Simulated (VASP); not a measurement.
# KI (Fm-3m) in VASP: settings compared

Aim: see how the results for KI move with the level of theory and the settings. Levels: optB88-vdW, vdW-DF-cx, rev-vdW-DF2, PBE0(alpha). Tasks: relaxation of cell and atoms, single point.

All numbers are computed with VASP 6.6.1; they aren't measurements. Logs are shortened: lines on timing, memory, paths and dates and some standing lists are left out, and cuts for length are marked.

**The experiment to reproduce.**

From a printed reference work, monograph, for a bulk crystal of KI: band gap 6.32 eV.

The runs below are set against these values where they give the same quantity.

## Step 1: Starting point

It takes space group Fm-3m (No. 225, cubic). The conventional cell has a = 7.066 Å, b = 7.066 Å, c = 7.066 Å, α = 90.00°, β = 90.00°, γ = 90.00°. Around I (site symmetry m-3m) lie 6 K at 3.53 Å. K (site symmetry m-3m) is surrounded by 6 I at 3.53 Å.

## Step 2: Relaxation of cell and atoms, optB88-vdW

INCAR reads:

```
SYSTEM = KI
PREC = Accurate
ENCUT = 600
EDIFF = 1E-6
ISMEAR = -1
SIGMA = 0.05
LREAL = .FALSE.
LASPH = .TRUE.
NELM = 80
ALGO = Fast
ISIF = 3
LWAVE = .FALSE.
LCHARG = .FALSE.
GGA = BO
LUSE_VDW = .TRUE.
AGGAC = 0.0
PARAM1 = 0.1833333333
PARAM2 = 0.22
IBRION = 2
NSW = 40
EDIFFG = -0.005
```

KPOINTS reads:

```
regular mesh
0
G
  7 7 7
  0 0 0
```

POSCAR reads:

```
KI
1.0
    0.0000000000      3.5327750000      3.5327750000
    3.5327750000      0.0000000000      3.5327750000
    3.5327750000      3.5327750000      0.0000000000
I K
1 1
Direct
    0.5000000000      0.5000000000      0.5000000000
    0.0000000000      0.0000000000      0.0000000000
```

Potentials or basis: VASP PAW PBE potentials, release 64 (I, K_sv).

Command:

```sh
$ cat potpaw_PBE.64/I/POTCAR potpaw_PBE.64/K_sv/POTCAR > POTCAR
$ mpirun -np 1 vasp_std > vasp.out
```

OUTCAR:

```text
SYSTEM = KI
   PREC = Accurate
   ENCUT = 600
   EDIFF = 1E-6
   ISMEAR = -1
   LREAL = .FALSE.
   LASPH = .TRUE.
   NELM = 80
   ISIF = 3
   GGA = BO
   IBRION = 2
   NSW = 40
   EDIFFG = -0.005

 ion  position               nearest neighbor table
   1  0.500  0.500  0.500-   2 3.53   2 3.53   2 3.53   2 3.53   2 3.53   2 3.53
   2  0.000  0.000  0.000-   1 3.53   1 3.53   1 3.53   1 3.53   1 3.53   1 3.53

  LATTYP: Found a face centered cubic cell.
 ALAT       =     7.0655500000

  Lattice vectors:

 A1 = (   0.0000000000,   3.5327750000,   3.5327750000)
 A2 = (   3.5327750000,   0.0000000000,   3.5327750000)
 A3 = (   3.5327750000,   3.5327750000,   0.0000000000)

Analysis of symmetry for initial positions (statically):
=====================================================================
 Subroutine PRICEL returns:
 Original cell was already a primitive cell.

 Routine SETGRP: Setting up the symmetry group for a
 face centered cubic supercell.

 Subroutine GETGRP returns: Found 48 space group operations
 (whereof 48 operations were pure point group operations)
 out of a pool of 48 trial point group operations.

The static configuration has the point symmetry O_h .

Analysis of symmetry for dynamics (positions and initial velocities):
=====================================================================
 Subroutine PRICEL returns:
 Original cell was already a primitive cell.

 Routine SETGRP: Setting up the symmetry group for a
 face centered cubic supercell.

 Subroutine GETGRP returns: Found 48 space group operations
 (whereof 48 operations were pure point group operations)
 out of a pool of 48 trial point group operations.

The dynamic configuration has the point symmetry O_h .

 Subroutine INISYM returns: Found 48 space group operations
 (whereof 48 operations are pure point group operations),
 and found     1 'primitive' translations

----------------------------------------------------------------------------------------

                                     Primitive cell

  volume of cell :      88.1816

  direct lattice vectors                    reciprocal lattice vectors
     0.000000000  3.532775000  3.532775000    -0.141531799  0.141531799  0.141531799
     3.532775000  0.000000000  3.532775000     0.141531799 -0.141531799  0.141531799
     3.532775000  3.532775000  0.000000000     0.141531799  0.141531799 -0.141531799

  length of vectors
     4.996098318  4.996098318  4.996098318     0.245140266  0.245140266  0.245140266

  position of ions in fractional coordinates (direct lattice)
     0.500000000  0.500000000  0.500000000
     0.000000000  0.000000000  0.000000000

  ion indices of the primitive-cell ions
   primitive index   ion index
                 1           1
                 2           2

----------------------------------------------------------------------------------------

 KPOINTS: regular mesh

Automatic generation of k-mesh.
 Grid dimensions read from file:
 generate k-points for:    7    7    7

 Generating k-lattice:

  Cartesian coordinates                     Fractional coordinates (reciprocal lattice)
    -0.020218828  0.020218828  0.020218828     0.142857143  0.000000000  0.000000000
     0.020218828 -0.020218828  0.020218828     0.000000000  0.142857143  0.000000000
     0.020218828  0.020218828 -0.020218828     0.000000000  0.000000000  0.142857143

  Length of vectors
     0.035020038  0.035020038  0.035020038

  Shift w.r.t. Gamma in fractional coordinates (k-lattice)
     0.000000000  0.000000000  0.000000000

 Subroutine IBZKPT returns following result:
 ===========================================

 Found     20 irreducible k-points:

 Following reciprocal coordinates:
            Coordinates               Weight
  0.000000  0.000000  0.000000      1.000000
  0.142857  0.000000  0.000000      8.000000
  0.285714  0.000000  0.000000      8.000000
  0.428571  0.000000  0.000000      8.000000
  0.142857  0.142857  0.000000      6.000000
  0.285714  0.142857  0.000000     24.000000
[... 12 lines left out ...]
 -0.428571  0.428571  0.142857     24.000000
 -0.285714  0.428571  0.142857     24.000000
   k-points           NKPTS =     20   k-points in BZ     NKDIM =     20   number of bands    NBANDS=     12
   number of dos      NEDOS =    301   number of ions     NIONS =      2
   total plane-waves  NPLWV =  64000
   dimension x,y,z NGX =    40 NGY =   40 NGZ =   40
   dimension x,y,z NGXF=    80 NGYF=   80 NGZF=   80
   ions per type =               1   1
   NGX,Y,Z   is equivalent  to a cutoff of  13.31, 13.31, 13.31 a.u.
   NGXF,Y,Z  is equivalent  to a cutoff of  26.62, 26.62, 26.62 a.u.
 SYSTEM =  KI
   PREC   = accura    normal or accurate (medium, high low for compatibility)
   ISTART =      0    job   : 0-new  1-cont  2-samecut
   ICHARG =      2    charge: 1-file 2-atom 10-const
   ISPIN  =      1    spin polarized calculation?
   LNONCOLLINEAR =      F non collinear calculations
   LSORBIT =      F    spin-orbit coupling
   LASPH  =      T    aspherical Exc in radial PAW
   ENCUT  =  600.0 eV  44.10 Ry    6.64 a.u.   9.98  9.98  9.98*2*pi/ulx,y,z
   NELM   =     80;   NELMIN=  2; NELMDL= -5     # of ELM steps
   EDIFF  = 0.1E-05   stopping-criterion for ELM
   LREAL  =      F    real-space projection
   EDIFFG = -.5E-02   stopping-criterion for IOM
   NSW    =     40    number of steps for IOM
   IBRION =      2    ionic relax: 0-MD 1-quasi-New 2-CG
   NFREE  =      1    steps in history (QN), initial steepest desc. (CG)
   ISIF   =      3    stress and relaxation
   ISYM   =      2    0-nonsym 1-usesym 2-fastsym
   POTIM  = 0.5000    time-step for ionic-motion
   TEBEG  =    0.0;   TEEND  =   0.0 temperature during run
   PSTRESS=    0.0 pullay stress
   NELECT =      16.0000    total number of electrons
   NUPDOWN=      -1.0000    fix difference up-down
   EMIN   =  10.00;   EMAX   =-10.00  energy-range for DOS
   EFERMI =   0.00;   METHOD = LEGACY
   ISMEAR =    -1;   SIGMA  =   0.05  broadening in eV -4-tet -1-fermi 0-gaus
   EFERMI_NEDOS =   21; number of points for ismear=-14 and -15
   IALGO  =     68    algorithm
   IMIX   =      4    mixing-type and parameters
     AMIX     =   0.40;   BMIX     =  1.00
     AMIX_MAG =   1.60;   BMIX_MAG =  1.00
  volume/ion in A,a.u.               =      44.09       297.54
  Fermi-wavevector in a.u.,A,eV,Ry     =   0.926806  1.751409 11.686988  0.858969
  Thomas-Fermi vector in A             =   2.052808
   LORBIT       =      0    0 simple, 1 ext, 2 COOP (PROOUT), +10 PAW based schemes
   GGA     = BO    functional components
   LHFCALC =     F    Hartree Fock is set to
   AEXX    =    0.0000 exact exchange contribution
   IVDW_NL    =     1    kernel type
   BPARAM     = 6.3000
   IVDW    =     0    specifies the selected vdW correction
   LEPSILON=     F    determine dielectric tensor
   LRPA    =     F    only Hartree local field effects (RPA)
 conjugate gradient relaxation of ions
 non-spin polarized calculation
 RMM-DIIS sequential band-by-band and
  energy-cutoff  :      600.00
  volume of cell :       88.18
 maximum number of plane-waves:      2958
   NGX = 19   NGY = 19   NGZ = 19

--------------------------------------- Ionic step        1  -------------------------------------------

 number of electron      15.9999999 magnetization

 Free energy of the ion-electron system (eV)
  ---------------------------------------------------
  ext. energy  EPLUGINS =         0.00000000
  ---------------------------------------------------
  free energy    TOTEN  =        -1.54285086 eV

  energy without entropy =       -1.54285086  energy(sigma->0) =       -1.54285086

------------------------ aborting loop because EDIFF is reached ----------------------------------------

  FORCE on cell =-STRESS in cart. coord.  units (eV):
  Direction    XX          YY          ZZ          XY          YZ          ZX
  --------------------------------------------------------------------------------------
  -------------------------------------------------------------------------------------
  Total       -0.1243157     -0.1243157     -0.1243157     -0.0000000      0.0000000      0.0000000
  in kB       -2.2587011     -2.2587011     -2.2587011     -0.0000000      0.0000000      0.0000000
  external PRESSURE =      -2.2587011 kB  Pullay stress =       0.0000000 kB

 VOLUME and BASIS-vectors are now :
 -----------------------------------------------------------------------------
  energy-cutoff  :      600.00
  volume of cell :       88.18
      direct lattice vectors                 reciprocal lattice vectors
     0.000000000  3.532775000  3.532775000    -0.141531799  0.141531799  0.141531799
     3.532775000  0.000000000  3.532775000     0.141531799 -0.141531799  0.141531799
     3.532775000  3.532775000  0.000000000     0.141531799  0.141531799 -0.141531799

 POSITION                                       TOTAL-FORCE (eV/Angst)
 -----------------------------------------------------------------------------------
      3.53277      3.53277      3.53277         0.000000      0.000000      0.000000
      0.00000      0.00000      0.00000         0.000000     -0.000000      0.000000
 -----------------------------------------------------------------------------------
    total drift:                                0.000000     -0.000000     -0.000000

  FREE ENERGIE OF THE ION-ELECTRON SYSTEM (eV)
  ---------------------------------------------------
  free  energy   TOTEN  =        -1.5428508571 eV
[... 57 lines left out ...]
 VOLUME and BASIS-vectors are now :
 -----------------------------------------------------------------------------
  energy-cutoff  :      600.00
  volume of cell :       86.47
      direct lattice vectors                 reciprocal lattice vectors
    -0.000000000  3.509749715  3.509749715    -0.142460301  0.142460301  0.142460301
     3.509749715  0.000000000  3.509749715     0.142460301 -0.142460301  0.142460301
     3.509749715  3.509749715  0.000000000     0.142460301  0.142460301 -0.142460301

 POSITION                                       TOTAL-FORCE (eV/Angst)
 -----------------------------------------------------------------------------------
      3.50975      3.50975      3.50975         0.000000      0.000000     -0.000000
      0.00000      0.00000      0.00000         0.000000      0.000000      0.000000
 -----------------------------------------------------------------------------------
    total drift:                                0.000000     -0.000000     -0.000000

  FREE ENERGIE OF THE ION-ELECTRON SYSTEM (eV)
  ---------------------------------------------------
  free  energy   TOTEN  =        -1.5438982933 eV

  energy  without entropy=       -1.5438982933  energy(sigma->0) =       -1.54389829

Total vdW correction in eV:      3.5076738

--------------------------------------- Ionic step        4  -------------------------------------------

 number of electron      15.9999999 magnetization

 Free energy of the ion-electron system (eV)
  ---------------------------------------------------
  ext. energy  EPLUGINS =         0.00000000
  ---------------------------------------------------
  free energy    TOTEN  =        -1.54392089 eV

  energy without entropy =       -1.54392089  energy(sigma->0) =       -1.54392089

 E-fermi :   0.6377     XC(G=0):  -7.4388

 val. band max:       -0.4715569358   @ k =   0.0000   0.0000   0.0000
 cond. band min:       3.4380324892   @ k =   0.0000   0.0000   0.0000
 fundamental gap:      3.9095894251
 Fermi energy:         0.6377044618

 k-point     1 :       0.0000    0.0000    0.0000
  band No.  band energies     occupation
      1     -28.9340      2.00000
      2     -12.4735      2.00000
      3     -12.4735      2.00000
      4     -12.4735      2.00000
      5     -11.0485      2.00000
      6      -0.4716      2.00000
      7      -0.4716      2.00000
      8      -0.4716      2.00000
      9       3.4380      0.00000
     10       5.9404      0.00000
     11       5.9405      0.00000
     12       5.9405      0.00000

 k-point     2 :       0.1429    0.0000    0.0000
  band No.  band energies     occupation
      1     -28.9335      2.00000
      2     -12.5084      2.00000
      3     -12.4740      2.00000
      4     -12.4740      2.00000
      5     -10.9885      2.00000
      6      -0.8125      2.00000
      7      -0.5442      2.00000
      8      -0.5442      2.00000
      9       3.9342      0.00000
     10       5.8690      0.00000
     11       6.1624      0.00000
     12       6.1624      0.00000
[... 281 lines left out ...]
 VOLUME and BASIS-vectors are now :
 -----------------------------------------------------------------------------
  energy-cutoff  :      600.00
  volume of cell :       86.67
      direct lattice vectors                 reciprocal lattice vectors
    -0.000000000  3.512429213  3.512429213    -0.142351623  0.142351623  0.142351623
     3.512429213  0.000000000  3.512429213     0.142351623 -0.142351623  0.142351623
     3.512429213  3.512429213  0.000000000     0.142351623  0.142351623 -0.142351623

 POSITION                                       TOTAL-FORCE (eV/Angst)
 -----------------------------------------------------------------------------------
      3.51243      3.51243      3.51243         0.000000      0.000000     -0.000000
      0.00000      0.00000      0.00000         0.000000     -0.000000      0.000000
 -----------------------------------------------------------------------------------
    total drift:                                0.000000     -0.000000     -0.000000

  FREE ENERGIE OF THE ION-ELECTRON SYSTEM (eV)
  ---------------------------------------------------
  free  energy   TOTEN  =        -1.5439208855 eV

  energy  without entropy=       -1.5439208854  energy(sigma->0) =       -1.54392089

Total vdW correction in eV:      3.5102230

 reached required accuracy - stopping structural energy minimisation
```

It took 6.5 min on 1 thread of Intel Xeon Platinum 8488C (Sapphire Rapids), shared host; peak memory 0.57 GiB.

Results:

* Free energy: -1.5439 eV
* Relaxed volume: 43.33 Å³/atom
* Relaxed cell: a = 4.967 Å, b = 4.967 Å, c = 4.967 Å, α = 60.00°, β = 60.00°, γ = 60.00°
* Space group after relaxing (to 0.05 Å): Fm-3m (No. 225)
* Energy gained by relaxing: 0.5 meV/atom
* Ionic steps: 4
* Pressure after relaxing: 0.0 GPa
* Band gap on the k mesh: 3.91 eV, direct

Step by step:
```tsv
step	energy change (eV)	largest force (eV/Å)	pressure (GPa)	volume (Å³)
1	0.0000	0.0000	-0.23	88.18
2	-0.0008	0.0000	-0.11	87.39
3	-0.0010	0.0000	0.03	86.47
4	-0.0011	0.0000	0.01	86.67
```

Final structure:
```
I K
1.0
     0.00000    3.51243    3.51243
     3.51243    0.00000    3.51243
     3.51243    3.51243    0.00000
I K
1 1
Cartesian
  3.5124 3.5124 3.5124
  0.0000 0.0000 0.0000
```

Caveat: the PAW data sets were made with another functional, which shifts forces and pressure a little; spin-orbit coupling is left out, which moves the levels of the heavy elements; an odd mesh through Γ misses points on the zone boundary, where band edges often lie.

## Step 3: Relaxation of cell and atoms, vdW-DF-cx

Changes to INCAR since step 2:

```diff
@@ -13,7 +13,5 @@
 LCHARG = .FALSE.
-GGA = BO
+GGA = CX
 LUSE_VDW = .TRUE.
 AGGAC = 0.0
-PARAM1 = 0.1833333333
-PARAM2 = 0.22
 IBRION = 2
```

KPOINTS is that of step 2.

POSCAR is that of step 2.

Potentials or basis: VASP PAW PBE potentials, release 64 (I, K_sv).

Command:

```sh
$ cat potpaw_PBE.64/I/POTCAR potpaw_PBE.64/K_sv/POTCAR > POTCAR
$ mpirun -np 1 vasp_std > vasp.out
```

It took 2.3 min on 1 thread of Intel Xeon Platinum 8488C (Sapphire Rapids), shared host; peak memory 0.58 GiB.

It converged, with:

```yaml
Free_energy: -1.4570 eV
Pressure_after_relaxing: 0.0 GPa
Band_gap_on_the_k_mesh: 4.02 eV, direct
```

Final structure:
```
I K
1.0
     0.00000    3.53277    3.53277
     3.53277    0.00000    3.53277
     3.53277    3.53277    0.00000
I K
1 1
Direct
  0.50000 0.50000 0.50000
  0.00000 0.00000 0.00000
```

Levels at points of the mesh, in eV from the valence-band top:
```tsv
k point	band 4	band 5	band 6	band 7	band 8	band 9	band 10	band 11	band 12
(0.00, 0.00, 0.00)	-11.94	-10.52	0.00	0.00	0.00	4.02	6.53	6.53	6.53
```

Caveat: the relaxation stopped at its first step, so nothing moved; the PAW data sets were made with another functional, which shifts forces and pressure a little; spin-orbit coupling is left out, which moves the levels of the heavy elements; an odd mesh through Γ misses points on the zone boundary, where band edges often lie.

(Continued in part 2 of 2.)
